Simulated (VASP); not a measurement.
Set up this calculation in VASP 6.6.1, as the native input.

```
Task                   : single point
Functional             : PBEsol
Potentials or basis    : VASP PAW PBE potentials, release 64 (Bi_d)
Cutoff                 : 520 eV
k mesh                 : 8 × 8 × 4
Occupations            : fermi-dirac, width 0.05 eV
Spin                   : no spin polarisation
Ladder                 : free
Further INCAR settings : ALGO = Normal; EDIFF = 1e-07; NBANDS = 22
```

The structure of Bi lies in POSCAR:

```
Bi
1.0
    3.2383762460      0.0000000000      0.0000000000
    0.0000000000      3.2216433200      0.0000000000
   -0.0804548793      0.0000000000      6.4438887882
Bi
2
Direct
    0.5442472500      0.0000000000      0.7495778900
    0.4557527500      0.0000000000      0.2504221100
```

This isn't the form of Bi at room conditions, which is rhombohedral.

These files were run (other wordings do the same):

INCAR

```
PREC     = Accurate       # precision mode
ENCUT    = 520            # plane-wave cutoff, eV
EDIFF    = 1E-7           # SCF threshold, eV
ISMEAR   = -1             # smearing method
SIGMA    = 0.05           # smearing width, eV
LREAL    = False          # projectors in reciprocal space
LASPH    = True           # aspherical terms in the spheres
NELM     = 60             # most SCF steps
ALGO     = Normal         # electronic algorithm
ISIF     = 2              # what is computed and relaxed
LWAVE    = False          # write WAVECAR
LCHARG   = False          # write CHGCAR
GGA      = PS             # functional
NBANDS   = 22             # bands
```

KPOINTS

```
regular mesh
0
Gamma
  8 8 4
```

Potentials or basis: VASP PAW PBE potentials, release 64 (Bi_d).

The run is started by

```sh
$ cat potpaw_PBE.64/Bi_d/POTCAR > POTCAR
$ mpirun -np 1 vasp_std > vasp.out
```

It gave:

| Item | Value |
| --- | --- |
| Pressure | -0.5 GPa |
| Largest force | 0.013 eV/Å |
| Band gap on the k mesh | none (metal or under the smearing width) |

Caveat: the PAW data sets were made with another functional, which shifts forces and pressure a little; spin-orbit coupling is left out, which moves the levels of the heavy elements.

Wall time 33 s on 1 thread of Intel(R) Xeon(R) 6975P-C (Granite Rapids), on a shared host, peak memory 0.23 GiB.
